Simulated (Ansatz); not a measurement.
BN and the effect of the share of exact exchange

The structure is cubic, space group F-43m (No. 216). Conventional cell: a = 3.626 Å, b = 3.626 Å, c = 3.626 Å, α = 90.00°, β = 90.00°, γ = 90.00°. N (site symmetry -43m) has 4 B at 1.57 Å as nearest neighbours. B (site symmetry -43m) has 4 N at 1.57 Å as nearest neighbours.

The cell is a database's computed one, not the measured one.

Kept alike: task single point; k mesh 7 × 7 × 7; occupations fermi-dirac, width 0.05 eV; no spin polarisation. Program: Ansatz, Ansatz PAW, cutoff 420 eV. The mesh is that of the run's cell of 2 atoms. No spin-orbit coupling.

| run | pressure (GPa) |
| --- | --- |
| A | -5.90 |
| B | -18.00 |
| C | -0.39 |
| D | -9.46 |
| E | -4.09 |
| F | -12.93 |

The k mesh is coarse, so the values aren't converged. Pressure is positive in compression, with a Pulay correction for the finite cutoff. All rows use potentials made for PBE. The mesh is thin for exact exchange.

The runs differ in the share of exact exchange alone: 0; 0.1; 0.15; 0.25; 0.35; 0.5. Which run is which?

Run A is 0.15; run B is 0.5; run C is 0; run D is 0.25; run E is 0.1; run F is 0.35. The pressure falls from -0.39 to -18.00 GPa between 0 and 0.5. Exact exchange shortens the bonds here, so the pressure at fixed cell falls.
